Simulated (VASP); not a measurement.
The system is BP.

```
P B
1.0
     0.00000    2.26900    2.26900
     2.26900    0.00000    2.26900
     2.26900    2.26900    0.00000
P B
1 1
Cartesian
  3.4035 3.4035 3.4035
  0.0000 0.0000 0.0000
```

A sound run:

* Program: VASP 6.6.1
* Task: dielectric tensor
* Functional: LDA
* Potentials or basis: VASP PAW LDA potentials, release 64 (P, B)
* Cutoff: 800 eV
* k mesh: 12 × 12 × 12
* Occupations: gaussian, width 0.01 eV
* Spin: no spin polarisation

It gives band gap on the k mesh 1.18 eV, indirect (least direct gap 3.38 eV).

**Question.** What do these careless settings give instead: cutoff 500 eV in place of 800 eV; k mesh 6 × 6 × 6 in place of 12 × 12 × 12?

**Answer.** Band gap on the k mesh 1.30 eV, indirect (least direct gap 3.38 eV). The run converged, but these numbers show the error of the settings and aren't properties of the crystal.
